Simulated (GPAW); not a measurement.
# BAs (F-43m) in GPAW: notebook

The runs below take BAs through band structure, equation of state, single point, with PBE, OLYP, TB-mBJ.

All numbers are computed with GPAW 26.7.0; they aren't measurements. Logs are shortened: lines on timing, memory, paths and dates and some standing lists are left out, and cuts for length are marked. The log counts tension as positive stress, the text compression.

**Measured values to compare with.**

From “Basic Physical Properties of Cubic Boron Arsenide”, 2019, arxiv:1911.11281, for a bulk crystal of BAs: bulk modulus 148 GPa.

The results are compared with them further down.

## Step 1: The crystal as given

Symmetry: F-43m, No. 216, cubic system. Conventional cell: a = 4.777 Å, b = 4.777 Å, c = 4.777 Å, α = 90.00°, β = 90.00°, γ = 90.00°. As (site symmetry -43m) has 4 B at 2.07 Å as nearest neighbours. B (site symmetry -43m) is surrounded by 4 As at 2.07 Å.

## Step 2: Band structure, PBE

The input, run.py:

```python
import spglib
from ase import Atoms
from ase.dft.bandgap import bandgap
from ase.io import read, write
from gpaw import GPAW

atoms = read('BAs.cif')
cell, positions, numbers = spglib.find_primitive(
    (atoms.cell[:], atoms.get_scaled_positions(), atoms.numbers), symprec=1e-4)
atoms = Atoms(numbers, cell=cell, scaled_positions=positions, pbc=True)

calc = GPAW(mode='lcao',
            h=0.16,
            basis='sz(dzp)',
            xc='PBE',
            kpts={'size': (8, 8, 8), 'gamma': True},
            occupations={'name': 'fermi-dirac', 'width': 0.05},
            convergence={'density': 1e-05, 'energy': 1e-05},
            maxiter=150,
            txt='gpaw.txt')
atoms.calc = calc
energy = atoms.get_potential_energy()
forces = atoms.get_forces()
calc.write('gs.gpw')
write('result.traj', atoms)
print(f'Energy: {energy:.6f} eV')
print('Forces (eV/A):')
print(forces.round(4))
print('Fermi level:', round(calc.get_fermi_level(), 4), 'eV')
print(f'Gap: {bandgap(calc)[0]:.4f} eV, direct: {bandgap(calc, direct=True)[0]:.4f} eV')

path = atoms.cell.bandpath('GXWKGLUWLK,UX', npoints=60, eps=1e-4)
bs_calc = calc.fixed_density(kpts=path, symmetry='off', txt='bands.txt')
bs = bs_calc.band_structure()
bs.write('bs.json')
print(f'Gap on the path: {bandgap(bs_calc)[0]:.4f} eV')
```

The input, BAs.cif:

```cif
data_BAs
_cell_length_a 4.77700000
_cell_length_b 4.77700000
_cell_length_c 4.77700000
_cell_angle_alpha 90.00000000
_cell_angle_beta 90.00000000
_cell_angle_gamma 90.00000000
_space_group_name_H-M_alt 'F-43m'
_space_group_name_Hall 'F -4 2 3'
_space_group_IT_number 216
loop_
_space_group_symop_operation_xyz
'x,y,z'
'y,-x,-z'
'-x,-y,z'
'-y,x,-z'
'x,-y,-z'
'y,x,z'
'-x,y,-z'
'-y,-x,z'
'z,x,y'
'-z,y,-x'
'z,-x,-y'
'-z,-y,x'
'-z,x,-y'
'z,y,x'
'-z,-x,y'
'z,-y,-x'
'y,z,x'
'-x,-z,y'
'-y,z,-x'
'x,-z,-y'
'-y,-z,x'
'x,z,y'
'y,-z,-x'
'-x,z,-y'
'x,y+1/2,z+1/2'
'y,-x+1/2,-z+1/2'
'-x,-y+1/2,z+1/2'
'-y,x+1/2,-z+1/2'
'x,-y+1/2,-z+1/2'
'y,x+1/2,z+1/2'
'-x,y+1/2,-z+1/2'
'-y,-x+1/2,z+1/2'
'z,x+1/2,y+1/2'
'-z,y+1/2,-x+1/2'
'z,-x+1/2,-y+1/2'
'-z,-y+1/2,x+1/2'
'-z,x+1/2,-y+1/2'
'z,y+1/2,x+1/2'
'-z,-x+1/2,y+1/2'
'z,-y+1/2,-x+1/2'
'y,z+1/2,x+1/2'
'-x,-z+1/2,y+1/2'
'-y,z+1/2,-x+1/2'
'x,-z+1/2,-y+1/2'
'-y,-z+1/2,x+1/2'
'x,z+1/2,y+1/2'
'y,-z+1/2,-x+1/2'
'-x,z+1/2,-y+1/2'
'x+1/2,y,z+1/2'
'y+1/2,-x,-z+1/2'
'-x+1/2,-y,z+1/2'
'-y+1/2,x,-z+1/2'
'x+1/2,-y,-z+1/2'
'y+1/2,x,z+1/2'
'-x+1/2,y,-z+1/2'
'-y+1/2,-x,z+1/2'
'z+1/2,x,y+1/2'
'-z+1/2,y,-x+1/2'
'z+1/2,-x,-y+1/2'
'-z+1/2,-y,x+1/2'
'-z+1/2,x,-y+1/2'
'z+1/2,y,x+1/2'
'-z+1/2,-x,y+1/2'
'z+1/2,-y,-x+1/2'
'y+1/2,z,x+1/2'
'-x+1/2,-z,y+1/2'
'-y+1/2,z,-x+1/2'
'x+1/2,-z,-y+1/2'
'-y+1/2,-z,x+1/2'
'x+1/2,z,y+1/2'
'y+1/2,-z,-x+1/2'
'-x+1/2,z,-y+1/2'
'x+1/2,y+1/2,z'
'y+1/2,-x+1/2,-z'
'-x+1/2,-y+1/2,z'
'-y+1/2,x+1/2,-z'
'x+1/2,-y+1/2,-z'
'y+1/2,x+1/2,z'
'-x+1/2,y+1/2,-z'
'-y+1/2,-x+1/2,z'
'z+1/2,x+1/2,y'
'-z+1/2,y+1/2,-x'
'z+1/2,-x+1/2,-y'
'-z+1/2,-y+1/2,x'
'-z+1/2,x+1/2,-y'
'z+1/2,y+1/2,x'
'-z+1/2,-x+1/2,y'
'z+1/2,-y+1/2,-x'
'y+1/2,z+1/2,x'
'-x+1/2,-z+1/2,y'
'-y+1/2,z+1/2,-x'
'x+1/2,-z+1/2,-y'
'-y+1/2,-z+1/2,x'
'x+1/2,z+1/2,y'
'y+1/2,-z+1/2,-x'
'-x+1/2,z+1/2,-y'
loop_
_atom_site_label
_atom_site_type_symbol
_atom_site_symmetry_multiplicity
_atom_site_Wyckoff_symbol
_atom_site_fract_x
_atom_site_fract_y
_atom_site_fract_z
_atom_site_occupancy
As1 As 4 c 0.2500000000 0.2500000000 0.2500000000 1
B1 B 4 a 0.0000000000 0.0000000000 0.0000000000 1
```

Potentials or basis: GPAW PAW data sets (gpaw-data 1.2.1), lcao:sz(dzp).

Command:

```sh
$ OMP_NUM_THREADS=1 python run.py
```

gpaw.txt:

```text
__  _  _
 | _ |_)|_||  |
 |__||  | ||/\| - 26.7.0

Input parameters:
  mode=LCAO(),
  basis={'default': 'sz(dzp)'},
  convergence={'density': 1e-05, 'energy': 1e-05},
  h=0.16,
  kpts=MonkhorstPack(size=(8, 8, 8), gamma=True),
  maxiter=150,
  occupations=Occupations(name='fermi-dirac', width=0.05),
  xc=XC(name='PBE')

           As

       B

Atoms  # Å, Bohr magnetons
|   | symbol |        x |        y |        z |    initial magnetic moments |
|---|--------|----------|----------|----------|-----------------------------|
| 0 |     As | 1.194250 | 1.194250 | 1.194250 | ( 0.0000,  0.0000,  0.0000) |
| 1 |      B | 0.000000 | 0.000000 | 0.000000 | ( 0.0000,  0.0000,  0.0000) |

Unit cell  # Å
| periodic |        x |        y |        z |  lengths |    angles |
|----------|----------|----------|----------|----------|-----------|
|      yes | 0.000000 | 2.388500 | 2.388500 | 3.377849 | 60.000000 |
|      yes | 2.388500 | 0.000000 | 2.388500 | 3.377849 | 60.000000 |
|      yes | 2.388500 | 2.388500 | 0.000000 | 3.377849 | 60.000000 |

Number of symmetries: 24
Symmetry operations  # r_c * U_cc + t_c -> r_c
|    | kind |            matrix            |
|----|------|------------------------------|
|  0 |  E   |  1, 0, 0,  0, 1, 0,  0, 0, 1 |
|  1 |  σ   |  1, 0, 0,  0, 0, 1,  0, 1, 0 |
|  2 |  σ   |  1, 0,-1,  0, 1,-1,  0, 0,-1 |
|  3 |  C3  |  1, 0,-1,  0, 0,-1,  0, 1,-1 |
|  4 |  C3  |  1,-1, 0,  0,-1, 1,  0,-1, 0 |
|  5 |  σ   |  1,-1, 0,  0,-1, 0,  0,-1, 1 |
|  6 |  σ   |  0, 1, 0,  1, 0, 0,  0, 0, 1 |
|  7 |  C3  |  0, 1, 0,  0, 0, 1,  1, 0, 0 |
|  8 |  C2  |  0, 1,-1,  1, 0,-1,  0, 0,-1 |
|  9 |  S4  |  0, 1,-1,  0, 0,-1,  1, 0,-1 |
| 10 |  C3  |  0, 0, 1,  1, 0, 0,  0, 1, 0 |
| 11 |  σ   |  0, 0, 1,  0, 1, 0,  1, 0, 0 |
| 12 |  S4  |  0, 0,-1,  1, 0,-1,  0, 1,-1 |
| 13 |  C3  |  0, 0,-1,  0, 1,-1,  1, 0,-1 |
| 14 |  S4  |  0,-1, 1,  1,-1, 0,  0,-1, 0 |
| 15 |  C2  |  0,-1, 1,  0,-1, 0,  1,-1, 0 |
| 16 |  C3  |  0,-1, 0,  1,-1, 0,  0,-1, 1 |
| 17 |  S4  |  0,-1, 0,  0,-1, 1,  1,-1, 0 |
| 18 |  S4  | -1, 1, 0, -1, 0, 1, -1, 0, 0 |
| 19 |  C3  | -1, 1, 0, -1, 0, 0, -1, 0, 1 |
| 20 |  C3  | -1, 0, 1, -1, 1, 0, -1, 0, 0 |
| 21 |  S4  | -1, 0, 1, -1, 0, 0, -1, 1, 0 |
| 22 |  σ   | -1, 0, 0, -1, 1, 0, -1, 0, 1 |
| 23 |  C2  | -1, 0, 0, -1, 0, 1, -1, 1, 0 |

BZ-sampling:
  Number of BZ points: 512
  Number of IBZ points: 29

  Monkhorst-Pack size: [8, 8, 8]
  Monkhorst-Pack shift: [0.0625, 0.0625, 0.0625]

K-points  # in reciprocal-cell coordinates
|     |                                coordinates |     weight |
|-----|--------------------------------------------|------------|
|   0 | (  0.00000000,   0.00000000,   0.00000000) | 0.00195312 |
|   1 | (  0.12500000,   0.12500000,   0.00000000) | 0.01171875 |
|   2 | (  0.12500000,   0.12500000,   0.12500000) | 0.01562500 |
|   3 | (  0.25000000,   0.12500000,   0.12500000) | 0.02343750 |
|   4 | (  0.25000000,   0.25000000,   0.00000000) | 0.01171875 |
|   5 | (  0.25000000,   0.25000000,   0.12500000) | 0.04687500 |
|   6 | (  0.25000000,   0.25000000,   0.25000000) | 0.01562500 |
|   7 | (  0.37500000,   0.25000000,  -0.37500000) | 0.04687500 |
|   8 | (  0.37500000,   0.25000000,   0.12500000) | 0.04687500 |
|   9 | (  0.37500000,   0.25000000,   0.25000000) | 0.04687500 |
| ... |                                            |            |
|  28 | (  0.50000000,   0.50000000,   0.50000000) | 0.00781250 |

basis functions: 8
Spin-components: 1 (collinear spins)
Bands:           8
Projectors:      10
Spin-degeneracy: 2
Datatype:        <class 'complex'>

Density:
  Valence electrons: 8.0
  Components: 1
  Grid points: [16 16 16]
  Charge: 0.0  # |e|

Potential:
  Grid points: [16 16 16]

species:
  As:
    name:    Arsenic
    Z:       33.0
    valence: 5
    core:    28
    charge:  0.0  # [|e|]
    compensation charges:
      type: gauss
      rc: 0.33  # [Å]
      lmax: 2
    cutoffs:
      filter: 1.87  # [Å]
      core: 2.96  # [Å]
    projectors
    | kind |    occ | energy [eV] | rcut [Å] |
[... 30 lines left out ...]
|   8 | (  0.37500000,   0.25000000,   0.12500000) | 0.04687500 |
|   9 | (  0.37500000,   0.25000000,   0.25000000) | 0.04687500 |
| ... |                                            |            |
|  28 | (  0.50000000,   0.50000000,   0.50000000) | 0.00781250 |

basis functions: 8
Spin-components: 1 (collinear spins)
Bands:           8
Projectors:      10
Spin-degeneracy: 2
Datatype:        <class 'complex'>

Density:
  Valence electrons: 8.0
  Components: 1
  Grid points: [16 16 16]
  Charge: 0.0  # |e|

Potential:
  Grid points: [16 16 16]

species:
  As:
    name:    Arsenic
    Z:       33.0
    valence: 5
    core:    28
    charge:  0.0  # [|e|]
    compensation charges:
      type: gauss
      rc: 0.33  # [Å]
      lmax: 2
    cutoffs:
      filter: 1.87  # [Å]
      core: 2.96  # [Å]
    projectors
    | kind |    occ | energy [eV] | rcut [Å] |
    |------|--------|-------------|----------|
    |   4s |  2.000 |     -14.487 |    1.058 |
    |   4p |  3.000 |      -5.196 |    1.058 |
    |    s |        |      12.725 |    1.058 |
    |    p |        |      22.016 |    1.058 |
    |    d |        |       0.000 |    1.058 |

    LCAO basis set for As:
      Name: sz(dzp)
      File: <dir>
      Number of radial functions: 2
      Number of spherical harmonics: 4
        l=0, rc=6.1250 Bohr: 4s-sz confined orbital
        l=1, rc=7.9531 Bohr: 4p-sz confined orbital
      Number of RI-basis functions 0

  B:
    name:    Boron
    Z:       5.0
    valence: 3
    core:    2
    charge:  0.0  # [|e|]
    compensation charges:
      type: gauss
      rc: 0.20  # [Å]
      lmax: 2
    cutoffs:
      filter: 1.14  # [Å]
      core: 1.38  # [Å]
    projectors
    | kind |    occ | energy [eV] | rcut [Å] |
    |------|--------|-------------|----------|
    |   2s |  2.000 |      -9.443 |    0.635 |
    |   2p |  1.000 |      -3.606 |    0.635 |
    |    s |        |      17.768 |    0.635 |
    |    p |        |      23.605 |    0.635 |
    |    d |        |       0.000 |    0.635 |

    LCAO basis set for B:
      Name: sz(dzp)
      File: <dir>
      Number of radial functions: 2
      Number of spherical harmonics: 4
        l=0, rc=6.6719 Bohr: 2s-sz confined orbital
        l=1, rc=8.2188 Bohr: 2p-sz confined orbital
      Number of RI-basis functions 0

Reference energy: -62172.463167  # eV

eigensolver:
  <gpaw.new.lcao.eigensolver.LCAOEigensolver object>
density mixing:
  MSR1-Mixer
  Pratt-step length: 0.05
  Maximum mixing coefficient: 0.75
  Old densities: 10
  SVD Regularization: 0.005
  Good broyden scale: 1.0
  Trust region scale: 1.0
  Backstep threshold: 4.0
  History deletion threshold: 6.0
  Fourier metric: weight=20.0, sigma=0.015

occupation numbers:
  Fermi-Dirac:
    width: 0.0500  # eV

FastPoissonSolver using
    Stencil: 12*3+1=37 point O(h^6) finite-difference Laplacian
    FFT axes: [np.int64(0), np.int64(1), np.int64(2)]
    FST axes: []

xc functional:
  name: PBE with 2 nearest neighbor stencil
interpolation: tri-quintic # 5. degree polynomial

convergence criteria:
[... 6 lines left out ...]
|iter     | |      energy | eigst |  dens |
|---------|-|-------------|-------|-------|
|iter:   1| |  -10.719090 |      c|       |
|iter:   2| |  -10.636944 |      c| -0.86 |
|iter:   3| |  -10.352796 |      c| -0.91 |
|iter:   4| |  -10.354676 |      c| -1.65 |
|iter:   5| |  -10.355174 |      c| -1.99 |
|iter:   6| |  -10.355174 |      c| -4.60 |
|iter:   7| |  -10.355174c|      c| -4.96 |
|iter:   8| |  -10.355174c|      c| -6.75c|

Converged in 8 steps
Energy contributions relative to reference atoms: (reference = -62172.463167)

Energy contributions:
  Kinetic:           1.536616
  Coulomb:          -0.483710
  Zero:              0.053041
  External:          0.000000
  Xc:              -11.461121
  Entropy:          -0.000000
  Spinorbit:         0.000000
  ----------------------------
  Free energy:     -10.355174
  Extrapolated:    -10.355174

dipole moment: (-11.816573, -11.816573, -11.816573)  # |e|*Ang

Fermi level: 8.722
Eigenvalues  # (at kpt = [0.000, 0.000, 0.000])
| band index |      eig [eV] | occ [0-2] |
|------------|---------------|-----------|
|          0 |        -7.747 |     2.000 |
|          1 |         7.760 |     2.000 |
|          2 |         7.760 |     2.000 |
|          3 |         7.760 |     2.000 |
|          4 |        11.631 |     0.000 |
|          5 |        11.631 |     0.000 |
|          6 |        11.632 |     0.000 |
|          7 |        12.411 |     0.000 |

Gap: 2.464 eV
Transition (v -> c):
  (s=0, k=0, n=3, [0.00, 0.00, 0.00]) -> (s=0, k=12, n=4, [0.38, 0.38, 0.00])
Direct/indirect transitions are different
Direct gap: 3.871 eV
Transition at: (s=0, k=0, n=3, [0.00, 0.00, 0.00])

Forces  # eV/Ang
|        x |       y |        z |
|----------|---------|----------|
|  0.00000 | 0.00000 | -0.00000 |  # As   0
| -0.00000 | 0.00000 |  0.00000 |  # B    1

# Writing to gs.gpw (mode='')
```

Run time: 14 s. Hardware: 1 thread of Arm Neoverse V1, shared host; peak memory 0.16 GiB.

These settings aren't checked as converged: the numbers below hold their error.

Results:

* Free energy: -10.3552 eV
* Band gap on the k mesh: 2.46 eV, indirect (least direct gap 3.87 eV)
* Band gap along the path: 2.41 eV, indirect (least direct gap 3.87 eV)

Caveat: the real-space grid adds noise to forces; the basis of atomic orbitals isn't converged, which shifts pressures, moduli and gaps.

(Part 1 of 2 ends here.)
